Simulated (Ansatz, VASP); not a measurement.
# Cross-check of Sn (stanene, 1 layer) between VASP and Ansatz, part 2 of 2

Aim: how closely do two programs agree when they are given the same cell, functional and k mesh? Of the first pair: The structure shown is the start of the Ansatz relaxation below; VASP solves that cell, so the two are compared at the walk's first step.

VASP 6.6.1 and Ansatz 0.2.0.

So far: Starting point; Ansatz: relaxation, PBE; VASP: single point, PBE, start cell, pair 1.

### Step 3. VASP: single point, PBE, start cell, pair 1 (continued)

Level of this step: PBE; plane waves and PAW (Sn_d) (VASP).

Numbers of over 12 decimals in the logs are rounded to 6 here.

OUTCAR, selected parts (step 3):

```text
ion  position               nearest neighbor table
   1  0.667  0.333  0.476-   2 2.83   2 2.83   2 2.83
   2  0.333  0.667  0.524-   1 2.83   1 2.83   1 2.83

  LATTYP: Found a hexagonal cell.
 ALAT       =     4.6700000000
 C/A-ratio  =     3.8222698073

 Subroutine GETGRP returns: Found 12 space group operations
 (whereof 12 operations were pure point group operations)

The static configuration has the point symmetry D_3d.

 Found      7 irreducible k-points:

   k-points           NKPTS =      7   k-points in BZ     NKDIM =      7   number of bands    NBANDS=     20

   dimension x,y,z NGX =    30 NGY =   30 NGZ =  120
   dimension x,y,z NGXF=    60 NGYF=   60 NGZF=  240

   ENCUT  =  400.0 eV  29.40 Ry    5.42 a.u.   7.62  7.62 29.11*2*pi/ulx,y,z

   NELECT =      28.0000    total number of electrons

 k-points in reciprocal lattice and weights: Automatic mesh
   0.00000000  0.00000000  0.00000000       0.028
   0.16666667  0.00000000  0.00000000       0.167
   0.33333333  0.00000000  0.00000000       0.167
   0.50000000  0.00000000  0.00000000       0.083
   0.16666667  0.16666667  0.00000000       0.167
   0.33333333  0.16666667  0.00000000       0.333
   0.33333333  0.33333333  0.00000000       0.056

 dipolmoment           0.000000      0.000000      0.000000 electrons x Angstroem

 average (electrostatic) potential at core
       1-109.1203       2-109.1203

 E-fermi :  -2.3004

 k-point     1 :       0.0000    0.0000    0.0000
  band No.  band energies     occupation
    ...
     10     -23.2959      2.00000
     11     -11.5558      2.00000
     12      -5.4380      2.00000
     13      -2.5449      1.98510
     14      -2.5449      1.98510
     15      -2.0668      0.01856
     16      -0.2558      0.00000
     17       0.9485      0.00000
     18       0.9485      0.00000
     19       1.8150      0.00000
    ...

 k-point     2 :       0.1667    0.0000    0.0000
  band No.  band energies     occupation
    ...
     10     -23.2714      2.00000
     11     -11.3203      2.00000
     12      -5.9205      2.00000
     13      -3.7546      2.00000
     14      -2.9585      2.00000
     15      -0.7629      0.00000
     16      -0.2781      0.00000
     17       1.0124      0.00000
     18       1.7108      0.00000
     19       2.0334      0.00000
    ...

 k-point     3 :       0.3333    0.0000    0.0000
  band No.  band energies     occupation
    ...
     10     -23.2431      2.00000
     11     -10.6509      2.00000
     12      -7.4255      2.00000
     13      -3.6532      2.00000
     14      -3.5419      2.00000
     15      -1.2119      0.00000
     16      -0.5137      0.00000
     17       1.7598      0.00000
     18       2.7400      0.00000
     19       2.9157      0.00000
    ...

  Total        0.0551650      0.0551650     -0.0110930      0.0000000     -0.0000000      0.0000000
  in kB        0.2621629      0.2621629     -0.0527179      0.0000000     -0.0000000      0.0000000
  external PRESSURE =       0.1572026 kB  Pullay stress =       0.0000000 kB

  energy-cutoff  :      400.00
  volume of cell :      337.13
      direct lattice vectors                 reciprocal lattice vectors
     4.670000000  0.000000000  0.000000000     0.214132762  0.123629597  0.000000000
    -2.335000000  4.044339000  0.000000000     0.000000000  0.247259194  0.000000000
     0.000000000  0.000000000 17.850000000     0.000000000  0.000000000  0.056022409

 POSITION                                       TOTAL-FORCE (eV/Angst)
 -----------------------------------------------------------------------------------
      2.33500      1.34811      8.50000        -0.000000      0.000000     -0.020944
     -0.00000      2.69623      9.35000         0.000000      0.000000      0.020944
 -----------------------------------------------------------------------------------
    total drift:                                0.000000     -0.000000      0.000000

  FREE ENERGIE OF THE ION-ELECTRON SYSTEM (eV)
  ---------------------------------------------------
  free  energy   TOTEN  =        -6.7868029389 eV

  energy  without entropy=       -6.7787093929  energy(sigma->0) =       -6.78275617

 vacuum level on the upper side and lower side of the slab         1.956         1.956

 total charge
# of ion       s       p       d       tot
------------------------------------------
    1        1.222   1.072   9.952  12.246
    2        1.222   1.072   9.952  12.246
--------------------------------------------------
tot          2.444   2.144  19.903  24.492

[... 3 further parts left out ...]
```

### Step 4. Differences

Known differences besides the potentials themselves: the cutoff is 420 eV in Ansatz and 400 eV in VASP. Total energies have different zeros and are not compared.

With vacuum in the cell, a pressure given here is an average over mostly empty space and none of the material.

### Step 5. Ansatz: relaxation, PBE

This run makes the geometry at which the two programs are then compared.

The structure compared here is the end of the Ansatz relaxation.

The input, input.yaml:

```yaml
crystal:
  lattice:
    - [4.67, 0.0, 0.0]
    - [-2.335, 4.0443386357, 0.0]
    - [0.0, 0.0, 17.85]
  atoms:
    - { symbol: Sn, position: [0.6666666667, 0.3333333333, 0.4761904762] }
    - { symbol: Sn, position: [0.3333333333, 0.6666666667, 0.5238095238] }
kpoints:
  mp_grid: { grid: [6, 6, 1] }
hamiltonian:
  xc: pbe
scf:
  occupations: { method: fermi_dirac, width: 0.05 }
  convergence: { dr2_threshold: 1.0e-08 }
efield:
  axis: 3
  dipole_correction: true
  ramp_position: 0.97
  ramp_width: 0.04
relax:
  f_tol: 0.01
  cell: { fix: [c, alpha, beta] }
output:
  write_potential: true
  write_density: true
  volumetric_format: npy
```

Launch:

```bash
$ ansatz run input.yaml --threads 4 --pin off --max-ram 8192MiB --backend cpu --events-out ev --progress --plain --runs-dir out
```

What it wrote:

```text
[...]
Crystal: 2 atoms, lattice volume = 337.134 Å³
Basis set: ecut = 420 eV, 6581 PW (Γ), exchange–correlation on 64×64×240 points (8 copies of the dense FFT grid, shifted against one another)
[...]
--- Relaxed structure (5 steps of the walk, 4 accepted, 1 SCFs on fresh bases) ---
[...]
cell:  # Å, volume = 338.2077 Å³
    - [4.677430, 0, 0]
    - [-2.338715, 4.050773, 0]
    - [0, 0, 17.85]
  atoms:
    - { symbol: Sn, position: [0.666667, 0.333333, 0.476101] }
    - { symbol: Sn, position: [0.333333, 0.666667, 0.523899] }
[key lines of the parts left out:]
SCF converged after 3 iterations
Free energy (F): -12047.521335 eV
Fermi energy:    -1.864103 eV
Dipole field:    D = 0.000000 V/Å  (p = 0.000000 e·Å, saw-weighted, corrected)
Work function:   Φ+ = 4.2574 eV   Φ− = 4.2574 eV
P = ⅓ Tr σ = -0.0009 GPa (-0.009 kbar)
```

### Step 6. VASP: single point, PBE, relaxed cell, pair 2

The same cell, functional, mesh and smearing now go to VASP, with its own data sets.

The input, INCAR:

```
SYSTEM = Sn
PREC = Accurate
ENCUT = 500
EDIFF = 1E-06
NELM = 120
ISMEAR = -1
SIGMA = 0.05
LREAL = .FALSE.
ALGO = Normal
GGA = PE
NBANDS = 20
LORBIT = 11
LWAVE = .FALSE.
LCHARG = .FALSE.
ISIF = 2
LDIPOL = .TRUE.
IDIPOL = 3
DIPOL = 0.5 0.5 0.5
LVHAR = .TRUE.
LASPH = .TRUE.
GGA_COMPAT = .FALSE.
NELMDL = -8
```

The input, POSCAR:

```
Sn
1.0
    4.6774302355      0.0000000000      0.0000000000
   -2.3387151178      4.0507734084      0.0000000000
    0.0000000000      0.0000000000     17.8500000000
Sn
2
Direct
    0.6666666667      0.3333333333      0.4761005665
    0.3333333333      0.6666666667      0.5238994335
```

The input, KPOINTS:

```
Automatic mesh
0
Gamma
6 6 1
0 0 0
```

PAW data sets: Sn_d (PBE family, release 64).

Launch:

```bash
$ mpirun -np 1 vasp_std
```

What it wrote:

```text
[... set-up lines as in an earlier step ...]
 entering main loop
       N       E                     dE             d eps       ncg     rms          rms(c)
DAV:   1     0.172199280176E+03    0.17220E+03   -0.13032E+04   344   0.109E+03
DAV:   2     0.640704046825E+01   -0.16579E+03   -0.16128E+03   340   0.262E+02
DAV:   3    -0.651623745400E+01   -0.12923E+02   -0.12895E+02   364   0.973E+01
DAV:   4    -0.688680631997E+01   -0.37057E+00   -0.37014E+00   312   0.203E+01
[...]
DAV:  22    -0.678699522285E+01   -0.55393E-05   -0.24242E-07   272   0.308E-03    0.436E-04
DAV:  23    -0.678699821241E+01   -0.29896E-05   -0.13334E-07   236   0.141E-03    0.145E-04
DAV:  24    -0.678699877371E+01   -0.56129E-06   -0.18955E-08   224   0.651E-04
   1 F= -.67869988E+01 E0= -.67829380E+01  d E =-.812152E-02
```

OUTCAR, selected parts (step 6):

```text
  Total       -0.0251017     -0.0251017     -0.0158639      0.0000000      0.0000000      0.0000000
  in kB       -0.1189132     -0.1189132     -0.0751515      0.0000000      0.0000000      0.0000000
  external PRESSURE =      -0.1043260 kB  Pullay stress =       0.0000000 kB

 POSITION                                       TOTAL-FORCE (eV/Angst)
 -----------------------------------------------------------------------------------
      2.33872      1.35026      8.49840        -0.000000      0.000000     -0.003785
     -0.00000      2.70052      9.35160         0.000000     -0.000000      0.003785
 -----------------------------------------------------------------------------------
    total drift:                                0.000000      0.000000      0.000000

  FREE ENERGIE OF THE ION-ELECTRON SYSTEM (eV)
  ---------------------------------------------------
  free  energy   TOTEN  =        -6.7869987737 eV

  energy  without entropy=       -6.7788772539  energy(sigma->0) =       -6.78293801

[... 1 part as in an earlier step ...]

[... 2 further parts left out ...]
[key lines of the parts left out:]
E-fermi :  -2.3069
```

### Step 7. Comparison

What differs besides the data sets and the points named for the pairs above, as far as they apply: the cutoff is 420 eV in Ansatz and 500 eV in VASP; Ansatz's pressure holds a Pulay correction, VASP's none. Total energies have different zeros and are not compared.

Both answers:

| quantity | Ansatz | VASP | difference |
| --- | --- | --- | --- |
| pressure (GPa) | 0.00 | -0.01 | +0.01 |
| work function, lower of the two faces (eV) | 4.26 | 4.26 | 0.00 |
| work function, higher of the two faces (eV) | 4.26 | 4.26 | 0.00 |

At this near-relaxed geometry the largest component of a force difference is 4 meV/Å. With vacuum in the cell, a pressure given here is an average over mostly empty space and none of the material.

### Step 8. Summary of results

| Property | Result |
| --- | --- |
| r.m.s. force difference (single point, PBE, start cell, pair 1) | 1.0 meV/Å |
| difference in work function, lower of the two faces (single point, PBE, relaxed cell, pair 2) | 4.8e-4 eV |

What this shows: The r.m.s. force difference is 1.0 meV/Å (single point, PBE, start cell, pair 1), within the 12 meV/Å picked in this series as the mark of a large difference. Such differences can come from data sets, numerical settings and the points named under the comparisons, not from the functional's error against experiment.

[Lines on the potential files, build, host, timing and source positions are cut from VASP's logs without a mark.]

[Logs are printed without paths, hosts, clocks, repeated set-up lines and the standing remarks that a program may print on its own settings, such as how far it seeks lower states.]

[Hosts, paths, dates, database ids (printed as entryN), source tags and the programs' standing remarks are cut or masked in the printed files.]
